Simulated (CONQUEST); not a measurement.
CdSe:

```xyz
4
Lattice="4.3420 0.0000 0.0000 0.0000 4.3420 0.0000 0.0000 0.0000 6.1405" Properties=species:S:1:pos:R:3 pbc="T T T"
Cd    0.0212    4.3026    0.0083
Cd    2.1922    2.1315    3.0786
Se    2.1484    0.0349    1.5878
Se    4.3194    2.2059    4.6580
```

The cell comes from a database or a generator and needn't be the stable form of this composition.

The cell isn't the ideal one: atoms moved at random, drawn with an rms of 0.05 Å.

Base run:

| Property | Result |
| --- | --- |
| Program | CONQUEST 1.3 |
| Functional | PBE |
| Potentials or basis | PseudoDojo NC PBE, DZ, grid cutoff 120 Ha |
| k mesh | 6 × 6 × 5 |
| Occupations | fermi-dirac, width 0.05 eV |
| Spin | no spin polarisation |

Its results: band gap on the k mesh 0.35 eV; pressure 2.7 GPa; largest force 0.614 eV/Å.

Problem. After a change of settings the same cell gave: band gap on the k mesh 0.66 eV; pressure 2.2 GPa; largest force 0.556 eV/Å. Which change was it?
A. potentials or basis from PseudoDojo NC PBE, DZ, grid cutoff 120 Ha to PseudoDojo NC PBE, DZP, multi-site functions of range 5 bohr, grid cutoff 120 Ha
B. potentials or basis from PseudoDojo NC PBE, DZ, grid cutoff 120 Ha to PseudoDojo NC PBE, DZP, multi-site functions of range 3 bohr, grid cutoff 120 Ha
C. potentials or basis from PseudoDojo NC PBE, DZ, grid cutoff 120 Ha to PseudoDojo NC PBE, DZP, grid cutoff 200 Ha

Solution. C.

Caveats: the basis of atomic orbitals isn't converged, which shifts pressures, moduli and gaps; the atomic basis is small (some runs); an odd mesh through Γ misses points on the zone boundary, where band edges often lie (some runs); the box holds several primitive cells, so bands are folded and the points are those of the box's own zone (some runs).
